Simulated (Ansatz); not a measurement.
BN: moving N off its site

BN, F-43m, a = 3.626 Å (as given, not relaxed at this level: -0.4 GPa). The compound has several low-lying forms, and this is one of them. Ansatz: PBE, PAW, 420 eV, Γ-centred 12×12×12 mesh on 2 atoms, Gaussian smearing 0.05 eV; no spin polarisation.

```yaml
crystal:
  lattice:
    - [0.00000, 1.81300, 1.81300]
    - [1.81300, 0.00000, 1.81300]
    - [1.81300, 1.81300, 0.00000]
  atoms:
    - { symbol: B, position: [0.00000, 0.00000, 0.00000] }
    - { symbol: N, position: [0.75000, 0.75000, 0.75000] }
```

Atom 2 (N) moves by x along the unit vector (0.577, -0.577, -0.577), with its periodic images; all else is held. y is the free energy of the cell over the start, F the force along the path summed over the moved atoms.

| x (Å) | y (meV) | F (eV/Å) |
| --- | --- | --- |
| -0.1000 | ? | ? |
| -0.0750 | 58.7 | 1.47 |
| -0.0500 | 27.2 | 1.04 |
| -0.0250 | 7.1 | 0.56 |
| 0.0000 | 0.0 | 0.00 |
| 0.0250 | 7.7 | -0.62 |
| 0.0500 | 31.8 | -1.32 |
| 0.0750 | 74.0 | -2.08 |
| 0.0875 | 102.5 | -2.49 |
| 0.1000 | 136.3 | -2.91 |

Question: Fit y = c2 x² + c3 x³ + c4 x⁴ to the energies of the other rows, give the force constant, and predict energy and force of the missing row.

Answer: Least squares on the rows shown. y = 11780 x² + 18160 x³ + 2930 x⁴. The force constant is 2 c2 = 23.6 eV/Å² (for all images moving together, not for a lone atom). With two atoms in a cubic cell this is the optical mode at Γ without the LO field: ω = 521.5 √(2 c2/μ) = 1025 cm⁻¹ for μ = 6.10 u. The force −dy/dx at the missing row is 1.82 eV/Å (computed 1.82). At x = -0.1000 the fit asked for gives 99.9 meV. The run gave 100.0 meV, so the fit is 0.1 meV too low, a small miss on the scale of the series.